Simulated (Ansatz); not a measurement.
## H: input, output and frames of a trajectory

Computed with DFT PBE, scalar-relativistic, plane waves, PAW (Ansatz). Settings: plane waves to 420 eV, k-mesh 2×2×2 (shifted by 0.5, 0.5, 0.5 steps), Fermi–Dirac smearing 0.16 eV. The mesh is coarse. No spin polarisation.

16 atoms, starting at 1.06 times the perfect crystal's volume (space group Cmcm, the cell as given, not relaxed at this level); Langevin thermostat at 1800 K (friction 0.05 fs⁻¹), fixed cell; 150 steps of 0.5 fs. The run is short and not equilibrated.

Self-consistency was reached.

It took 66 s on 4 threads of Arm Neoverse V1 (shared host), peak memory 0.41 GiB.

Command:
```bash
ansatz run input.yaml --threads 4 --pin off --max-ram 5120MiB --backend cpu --events-out ev --progress --plain --runs-dir out
```

Input:
```yaml
crystal:
  lattice:
    - [-3.3617284453, 5.5705286923, 0.0]
    - [-3.3617284453, -5.5705286923, 0.0]
    - [3.3617284453, 0.0, 6.4375994428]
  atoms:
    - { symbol: H, position: [0.715853225, 0.783661725, 0.99951495] }
    - { symbol: H, position: [0.715853225, 0.283661725, 0.99951495] }
    - { symbol: H, position: [0.215853225, 0.783661725, 0.99951495] }
    - { symbol: H, position: [0.215853225, 0.283661725, 0.99951495] }
    - { symbol: H, position: [0.284146775, 0.216338275, 0.00048505] }
    - { symbol: H, position: [0.284146775, 0.716338275, 0.00048505] }
    - { symbol: H, position: [0.784146775, 0.216338275, 0.00048505] }
    - { symbol: H, position: [0.784146775, 0.716338275, 0.00048505] }
    - { symbol: H, position: [0.533661725, 0.465853225, 0.49951495] }
    - { symbol: H, position: [0.533661725, 0.965853225, 0.49951495] }
    - { symbol: H, position: [0.033661725, 0.465853225, 0.49951495] }
    - { symbol: H, position: [0.033661725, 0.965853225, 0.49951495] }
    - { symbol: H, position: [0.466338275, 0.534146775, 0.50048505] }
    - { symbol: H, position: [0.466338275, 0.034146775, 0.50048505] }
    - { symbol: H, position: [0.966338275, 0.534146775, 0.50048505] }
    - { symbol: H, position: [0.966338275, 0.034146775, 0.50048505] }
basis:
  ecutwfc: 420
kpoints:
  mp_grid: { grid: [2, 2, 2], shift: [0.5, 0.5, 0.5] }
hamiltonian:
  xc: pbe
scf:
  occupations: { method: fermi_dirac, width: 0.1551 }
  lower_state_search: "off"
  convergence: { dr2_threshold: 1.0e-07 }
output:
  forces: true
  stress: true
md:
  timestep: 0.5
  n_steps: 150
  ensemble: nvt_langevin
  temperature: 1800.0
  initial_velocities: maxwell_boltzmann
  seed: 1095
  friction: 0.05
```

Output (its end):
```
...
  atom   2  H     -1.15370715     3.75455493     0.83154827
  atom   3  H     -0.66686031    -0.82935610    -0.25602345
  atom   4  H     -0.19248827     0.44283465     0.27068829
  atom   5  H      0.19130334    -0.41227932    -0.34410463
  atom   6  H      0.63714088     0.83950186     0.24622787
  atom   7  H      1.22601889    -3.65669881    -1.34586482
  atom   8  H     -0.38556514     2.61546154    -0.24210589
  atom   9  H      0.49670095    -0.65044028    -0.25059214
  atom  10  H     -0.74916890     0.76321422    -1.00440629
  atom  11  H      2.01579851     1.00105744    -2.81035657
  atom  12  H      1.68420457     0.09085080    -1.88510633
  atom  13  H     -0.46265564     0.65801782     0.35284133
  atom  14  H      0.86310454    -0.97708245     1.01381871
  atom  15  H     -2.00784462    -1.05482186     3.32487997
  atom  16  H     -1.83627905     0.04315465     2.03080504
  max |Σ_I F_I| component: 1.76e-4 eV/Å
--- Stress (GPa, compression-positive) ---
        0.601443       0.952458       0.520282
        0.952458      -2.553935      -1.184455
        0.520282      -1.184455       1.608475
  P = ⅓ Tr σ = -0.1147 GPa (-1.147 kbar)
--- Band table (eV) ---
  k-point 0: bands = ["-10.2405", "-9.9269", "-9.5218", "-9.3107", "-8.9068", "-8.4542", "-8.0399", "-7.6670", "0.2978", "0.6916", "1.2011", "1.7900", "2.0150", "2.6549", "2.9477", "3.1439", "3.5804", "3.9067", "4.3533", "4.9749", "5.3877", "5.6686", "6.1815", "6.6150", "6.7969"]
  k-point 1: bands = ["-10.3061", "-9.8593", "-9.4775", "-9.2811", "-8.9422", "-8.5226", "-8.0330", "-7.6494", "0.1778", "0.8530", "1.1427", "1.3779", "1.9857", "2.6867", "3.1886", "3.5347", "3.8960", "4.2642", "4.6319", "5.0203", "5.2423", "5.6533", "5.9289", "6.3382", "6.6086"]
  k-point 2: bands = ["-10.4277", "-9.8284", "-9.4142", "-9.1527", "-8.9532", "-8.4105", "-8.2091", "-7.6652", "0.1995", "0.7792", "1.2648", "1.4269", "2.1892", "2.4557", "2.9229", "3.2974", "3.7347", "4.1225", "4.4842", "4.7686", "5.1202", "5.3291", "6.1870", "6.5620", "6.8894"]
  k-point 3: bands = ["-10.4356", "-9.8161", "-9.4007", "-9.1567", "-8.9506", "-8.4475", "-8.2082", "-7.6462", "0.0774", "1.0252", "1.3321", "1.7075", "1.9832", "2.2315", "2.8163", "3.1033", "3.6781", "3.8631", "4.4713", "4.9473", "5.3861", "5.6401", "6.1365", "6.6396", "7.0002"]
--- MD trajectory: 150 steps, t = 0.0 → 75.0 fs ---
  final state: T = 1640.9 K   F+E_penalty+E_count = -252.67698268 eV   E_kin = 3.393641 eV
```

Frames along the run (Å, eV/Å; dE is the potential energy from the first frame):

```xyz
16
Lattice="-3.362 5.571 0.000 -3.362 -5.571 0.000 3.362 0.000 6.438" Properties=species:S:1:pos:R:3:forces:R:3 pbc="T T T" time_fs=0.00 dE_eV=0.0000 T_K=1688
H    -1.681   -0.378    6.434    0.000    0.184    0.001
H     0.000    2.408    6.434    0.000    0.184    0.001
H     0.000   -3.163    6.434    0.000    0.184    0.001
H     1.681   -0.378    6.434    0.000    0.184    0.001
H    -1.681    0.378    0.003    0.000   -0.184   -0.001
H    -3.362   -2.408    0.003    0.000   -0.184   -0.001
H    -3.362    3.163    0.003    0.000   -0.184   -0.001
H    -5.043    0.378    0.003    0.000   -0.184   -0.001
H    -1.681    0.378    3.216    0.000   -0.184    0.001
H    -3.362   -2.408    3.216    0.000   -0.184    0.001
H     0.000   -2.408    3.216    0.000   -0.184    0.001
H    -1.681   -5.193    3.216    0.000   -0.184    0.001
H    -1.681   -0.378    3.222    0.000    0.184   -0.001
H     0.000    2.408    3.222    0.000    0.184   -0.001
H    -3.362    2.408    3.222    0.000    0.184   -0.001
H    -1.681    5.193    3.222    0.000    0.184   -0.001
16
Lattice="-3.362 5.571 0.000 -3.362 -5.571 0.000 3.362 0.000 6.438" Properties=species:S:1:pos:R:3:forces:R:3 pbc="T T T" time_fs=6.00 dE_eV=0.6092 T_K=1142
H    -1.711   -0.351    6.637    0.721    1.245   -0.049
H    -0.232    2.576    6.196    0.573    1.159    1.133
H     0.101   -3.021    6.201   -0.045   -5.419   -0.375
H     2.085   -0.497    6.647   -0.969    2.090   -1.189
H    -1.594    0.190   -0.177    0.949   -2.048    1.164
H    -3.256   -2.381   -0.191    0.034    5.407    0.390
H    -3.326    3.120    0.295   -0.540   -1.189   -1.125
H    -4.672    0.339    0.186   -0.717   -1.243    0.034
H    -1.574    0.214    3.196    0.156    0.429    0.332
H    -3.418   -2.311    3.219    0.552   -1.918    0.732
H    -0.079   -2.684    3.035    0.033   -0.096    0.054
H    -1.732   -5.284    3.256    0.462    0.774   -0.041
H    -1.765   -0.358    2.776   -0.156   -0.428   -0.306
H     0.165    2.514    3.503   -0.559    1.908   -0.747
H    -3.113    2.282    3.343   -0.046    0.102   -0.058
H    -2.097    5.229    3.283   -0.451   -0.773    0.052
16
Lattice="-3.362 5.571 0.000 -3.362 -5.571 0.000 3.362 0.000 6.438" Properties=species:S:1:pos:R:3:forces:R:3 pbc="T T T" time_fs=12.50 dE_eV=0.1748 T_K=1328
H    -1.623   -0.253    7.010    1.057    0.473   -0.562
H    -0.449    2.882    6.280    0.896    0.078    1.183
H     0.132   -2.881    6.074   -0.009    0.085    0.046
H     2.268   -0.589    6.673   -0.605    1.336   -0.875
H    -1.381    0.038   -0.181    0.570   -1.210    0.832
H    -3.266   -2.164   -0.135    0.000   -0.135   -0.037
H    -3.335    2.946    0.482   -0.828   -0.183   -1.174
H    -4.326    0.031    0.235   -1.065   -0.437    0.543
H    -1.511   -0.037    3.195   -0.275   -0.197   -0.433
H    -3.431   -2.215    3.194    0.187   -0.326    0.349
H    -0.118   -3.053    2.999    0.251   -0.156    0.260
H    -1.755   -5.408    3.074    0.024    0.024    0.007
H    -1.893   -0.313    2.591    0.295    0.222    0.456
H     0.257    2.897    3.712   -0.213    0.277   -0.345
H    -2.976    2.204    3.476   -0.266    0.176   -0.271
H    -2.351    5.446    3.425   -0.017   -0.025    0.020
16
Lattice="-3.362 5.571 0.000 -3.362 -5.571 0.000 3.362 0.000 6.438" Properties=species:S:1:pos:R:3:forces:R:3 pbc="T T T" time_fs=19.00 dE_eV=0.6312 T_K=1560
H    -1.370   -0.342    7.286   -1.700   -0.191    1.026
H    -0.493    3.181    6.466    1.421   -1.175    1.045
H     0.271   -2.643    6.031    0.263   -0.674   -0.387
H     2.429   -0.439    6.676   -0.627    1.222   -1.589
H    -1.182    0.021   -0.399    0.600   -1.072    1.558
H    -3.326   -2.048   -0.057   -0.232    0.541    0.346
H    -3.298    2.741    0.449   -1.361    1.039   -1.031
H    -4.141   -0.258    0.481    1.663    0.309   -1.047
H    -1.653    0.029    3.301   -0.755   -0.171   -3.033
H    -3.349   -1.913    3.319   -0.025    0.057   -0.099
H    -0.173   -3.369    3.285    1.319   -0.051   -0.027
H    -2.012   -5.840    2.949   -0.650    0.592    0.475
H    -1.872   -0.007    2.447    0.814    0.120    3.011
H     0.138    3.173    3.873    0.000   -0.125    0.114
H    -2.743    2.135    3.265   -1.390    0.158    0.044
H    -2.542    5.768    3.282    0.660   -0.578   -0.407
16
Lattice="-3.362 5.571 0.000 -3.362 -5.571 0.000 3.362 0.000 6.438" Properties=species:S:1:pos:R:3:forces:R:3 pbc="T T T" time_fs=25.00 dE_eV=0.7838 T_K=1540
H    -1.312   -0.585    7.420    0.581    0.261   -0.143
H    -0.357    3.257    6.597    0.211   -0.525    0.005
H     0.598   -2.656    6.087   -1.365    1.449    0.417
H     2.394   -0.303    6.698    0.727   -1.425    4.982
H    -1.058   -0.119   -0.350   -0.745    1.552   -4.990
H    -3.308   -2.062   -0.175    1.366   -1.551   -0.463
H    -3.444    2.544    0.169   -0.135    0.404    0.014
H    -3.967   -0.298    0.910   -0.496   -0.190   -0.037
H    -1.883    0.043    3.437    0.218    0.462   -2.009
H    -3.340   -1.577    3.549    0.037    0.213   -0.091
H     0.137   -3.569    3.541   -0.531   -0.221    0.593
H    -2.164   -6.173    2.973   -0.628    2.307   -0.210
H    -1.840    0.263    2.647   -0.032   -0.647    1.972
H    -0.097    3.291    3.756   -0.065   -0.310    0.101
H    -2.825    2.316    3.022    0.370    0.482   -0.574
H    -2.360    5.775    2.854    0.486   -2.260    0.433
16
Lattice="-3.362 5.571 0.000 -3.362 -5.571 0.000 3.362 0.000 6.438" Properties=species:S:1:pos:R:3:forces:R:3 pbc="T T T" time_fs=31.00 dE_eV=1.1092 T_K=1309
H    -1.160   -0.621    7.380    0.806    0.641    0.137
H    -0.288    3.203    6.627    0.031    2.284    0.828
H     0.882   -2.610    6.268    0.028   -0.052    0.000
H     2.216   -0.180    6.874    0.008    0.058   -0.118
H    -1.146   -0.157   -0.317   -0.002    0.043    0.118
H    -3.176   -2.349   -0.233   -0.140    0.004   -0.018
H    -3.642    2.551   -0.039    0.115   -2.375   -0.798
H    -3.996   -0.115    1.215   -0.521   -0.644   -0.567
H    -1.788    0.005    3.533    0.731   -1.290    2.816
H    -3.316   -1.388    3.717   -0.359   -0.790   -0.135
H     0.652   -3.693    3.634   -1.916    1.882   -2.386
H    -2.241   -5.997    3.194    0.278    1.593   -2.425
H    -1.910    0.257    2.917   -0.440    1.056   -2.837
H    -0.282    3.496    3.577    0.318    0.626    0.168
H    -3.186    2.325    3.007    1.711   -1.531    2.380
H    -2.110    5.587    2.448   -0.648   -1.507    2.838
16
Lattice="-3.362 5.571 0.000 -3.362 -5.571 0.000 3.362 0.000 6.438" Properties=species:S:1:pos:R:3:forces:R:3 pbc="T T T" time_fs=37.50 dE_eV=0.9242 T_K=1237
H    -1.118   -0.576    7.265    1.848    2.036    1.981
H    -0.411    3.129    6.868   -0.004   -1.158   -1.047
H     0.965   -2.628    6.377    1.147    0.019    0.323
H     1.946   -0.177    6.987    0.042    0.041   -0.132
H    -1.225   -0.259   -0.174   -0.025    0.065    0.115
H    -3.088   -2.642   -0.238   -1.468   -0.049   -0.360
H    -3.859    2.551   -0.118    0.351    1.068    1.089
H    -4.034   -0.037    1.406   -1.518   -2.065   -2.488
H    -1.576    0.107    3.639   -0.164    0.121   -0.628
H    -3.165   -1.341    3.653   -1.793   -0.798   -0.317
H     0.704   -3.352    3.303   -0.887    0.119    0.070
H    -2.398   -5.570    3.064   -1.171    0.305    1.095
H    -1.893    0.263    2.955    0.402   -0.172    0.627
H    -0.553    3.941    3.506    1.763    0.583    0.406
H    -3.429    2.246    3.369    0.763    0.056   -0.082
H    -1.874    5.446    2.596    0.712   -0.171   -0.650
16
Lattice="-3.362 5.571 0.000 -3.362 -5.571 0.000 3.362 0.000 6.438" Properties=species:S:1:pos:R:3:forces:R:3 pbc="T T T" time_fs=44.00 dE_eV=0.9826 T_K=1211
H    -1.037   -0.347    7.202    1.032    0.752    2.438
H    -0.605    3.000    7.090    0.210   -0.557   -1.302
H     0.849   -2.570    6.372    0.572    0.243    0.382
H     1.826   -0.417    7.019    0.100    0.158   -0.196
H    -1.127   -0.243   -0.030   -0.111    0.033    0.177
H    -3.116   -2.780   -0.406   -0.938   -0.276   -0.455
H    -3.970    2.729   -0.094    0.202    0.401    1.372
H    -4.106   -0.114    1.543   -0.895   -0.750   -2.737
H    -1.307    0.149    3.630   -1.326   -0.025   -1.469
H    -3.473   -1.595    3.503    0.388   -0.237    0.003
H     0.458   -3.097    3.155    4.638    1.132   -2.733
H    -2.390   -5.306    3.148   -0.223    0.175    0.102
H    -1.859    0.145    3.022    1.361    0.020    1.490
H    -0.797    4.243    3.587   -0.130   -0.104    0.164
H    -3.444    2.343    3.472   -4.679   -1.093    2.712
H    -1.875    5.304    3.053   -0.200    0.126    0.052
16
Lattice="-3.362 5.571 0.000 -3.362 -5.571 0.000 3.362 0.000 6.438" Properties=species:S:1:pos:R:3:forces:R:3 pbc="T T T" time_fs=50.00 dE_eV=0.7251 T_K=1627
H    -1.033   -0.068    7.336   -0.958    0.238   -1.575
H    -0.759    2.585    7.048    0.743    0.450   -1.901
H     0.574   -2.616    6.552   -0.184   -0.015   -0.086
H     1.818   -0.546    6.989   -2.337   -1.757    1.209
H    -1.051   -0.163    0.291    2.347    1.876   -1.238
H    -3.038   -2.845   -0.554   -0.150    0.010    0.018
H    -3.903    2.789   -0.154   -0.392   -0.546    1.929
H    -4.009   -0.158    1.480    1.011   -0.240    1.411
H    -1.276   -0.064    3.686   -0.868    0.682   -1.672
H    -3.828   -1.693    3.264   -0.240    0.219    0.312
H     0.450   -3.041    2.932    0.465    0.091   -0.304
H    -2.188   -5.101    3.059   -0.138   -0.768    0.463
H    -1.616    0.215    2.993    0.789   -0.686    1.709
H    -0.950    4.388    3.574    0.662   -0.664   -0.195
H    -3.522    2.425    3.327   -0.493   -0.077    0.313
H    -2.185    5.328    3.379   -0.256    1.186   -0.392
16
Lattice="-3.362 5.571 0.000 -3.362 -5.571 0.000 3.362 0.000 6.438" Properties=species:S:1:pos:R:3:forces:R:3 pbc="T T T" time_fs=56.00 dE_eV=1.4823 T_K=1464
H    -1.126    0.122    7.402   -1.793    1.753   -1.214
H    -0.596    2.388    6.919    0.416   -2.514    5.184
H     0.300   -2.712    6.615    1.070   -0.228   -2.910
H     1.773   -0.544    6.993    1.345    0.673   -0.035
H    -0.868   -0.198    0.550   -1.323   -0.607   -0.002
H    -2.719   -2.778   -0.634   -1.369    0.239    2.854
H    -3.986    2.663   -0.090   -0.114    2.474   -5.189
H    -4.039   -0.313    1.246    1.793   -1.726    1.063
H    -1.336   -0.336    3.703   -0.129    0.043   -0.028
H    -4.072   -1.653    2.894   -0.151    1.281    2.019
H     0.558   -3.034    2.869   -2.280   -0.311    0.610
H    -1.981   -5.334    3.034   -2.259   -0.571    1.940
H    -1.380    0.153    3.134   -0.090   -0.068    0.090
H    -0.836    4.431    3.553    0.537   -1.745   -1.934
H    -3.610    2.423    3.080    2.262    0.308   -0.575
H    -2.611    5.580    3.589    2.084    0.999   -1.873
16
Lattice="-3.362 5.571 0.000 -3.362 -5.571 0.000 3.362 0.000 6.438" Properties=species:S:1:pos:R:3:forces:R:3 pbc="T T T" time_fs=62.50 dE_eV=0.8910 T_K=1332
H    -1.156    0.323    7.254   -1.387    1.797   -0.559
H    -0.296    2.229    6.926    0.619   -1.179    1.507
H     0.077   -2.927    6.328    2.383    1.157   -0.821
H     1.793   -0.547    7.065    1.480    0.826    0.415
H    -0.877   -0.178    0.830   -1.461   -0.780   -0.461
H    -2.534   -2.574   -0.357   -2.528   -1.160    0.805
H    -3.844    2.648   -0.039   -0.447    1.255   -1.573
H    -4.116   -0.222    0.965    1.331   -1.820    0.415
H    -1.363   -0.670    3.692    0.196   -2.044    1.139
H    -4.134   -1.404    2.587    0.560    0.202    1.068
H     0.576   -3.140    2.923   -1.966    0.174    0.345
H    -2.088   -5.590    3.372   -1.916    1.004   -0.381
H    -1.447   -0.064    3.368   -0.430    2.006   -1.044
H    -0.448    4.395    3.265   -0.365   -0.478   -0.970
H    -3.594    2.501    3.056    1.969   -0.191   -0.308
H    -2.825    5.890    3.223    1.961   -0.770    0.424
16
Lattice="-3.362 5.571 0.000 -3.362 -5.571 0.000 3.362 0.000 6.438" Properties=species:S:1:pos:R:3:forces:R:3 pbc="T T T" time_fs=69.00 dE_eV=0.7907 T_K=1893
H    -1.268    0.493    6.990    0.459   -1.270    0.120
H     0.007    2.072    6.999   -1.174    3.410   -1.411
H     0.154   -3.082    6.107   -0.395   -0.318   -0.151
H     1.897   -0.635    7.089    0.521    1.004    0.418
H    -1.115    0.011    0.938   -0.517   -0.960   -0.452
H    -2.676   -2.614   -0.128    0.341    0.303    0.140
H    -3.654    2.903    0.233    1.284   -3.303    1.262
H    -4.332   -0.236    0.666   -0.548    1.234   -0.284
H    -1.315   -0.924    3.726    0.149   -0.484    0.097
H    -4.077   -1.166    2.305    0.911   -0.270    1.218
H     0.368   -3.242    2.799   -0.113    0.031    0.137
H    -2.342   -5.578    3.451   -0.026    0.032    0.152
H    -1.558   -0.235    3.651   -0.205    0.479    0.004
H    -0.248    4.327    2.944   -0.756    0.017   -1.146
H    -3.649    2.434    3.154    0.132   -0.051   -0.004
H    -2.447    5.832    2.766   -0.062    0.145   -0.100
16
Lattice="-3.362 5.571 0.000 -3.362 -5.571 0.000 3.362 0.000 6.438" Properties=species:S:1:pos:R:3:forces:R:3 pbc="T T T" time_fs=75.00 dE_eV=1.3609 T_K=1641
H    -1.433    0.556    6.879    0.340   -2.628    0.068
H     0.149    2.002    6.960   -1.154    3.755    0.832
H     0.261   -3.266    5.964   -0.667   -0.829   -0.256
H     2.212   -0.626    7.332   -0.192    0.443    0.271
H    -1.406   -0.059    1.342    0.191   -0.412   -0.344
H    -2.670   -2.712   -0.305    0.637    0.840    0.246
H    -3.498    2.890    0.781    1.226   -3.657   -1.346
H    -4.676   -0.291    0.483   -0.386    2.615   -0.242
H    -1.457   -1.170    3.741    0.497   -0.650   -0.251
H    -3.956   -1.140    2.115   -0.749    0.763   -1.004
H     0.159   -3.165    2.556    2.016    1.001   -2.810
H    -2.620   -5.509    3.286    1.684    0.091   -1.885
H    -1.857   -0.617    3.991   -0.463    0.658    0.353
H    -0.226    4.033    2.570    0.863   -0.977    1.014
H    -3.553    2.226    3.092   -2.008   -1.055    3.325
H    -2.052    5.645    2.653   -1.836    0.043    2.031
```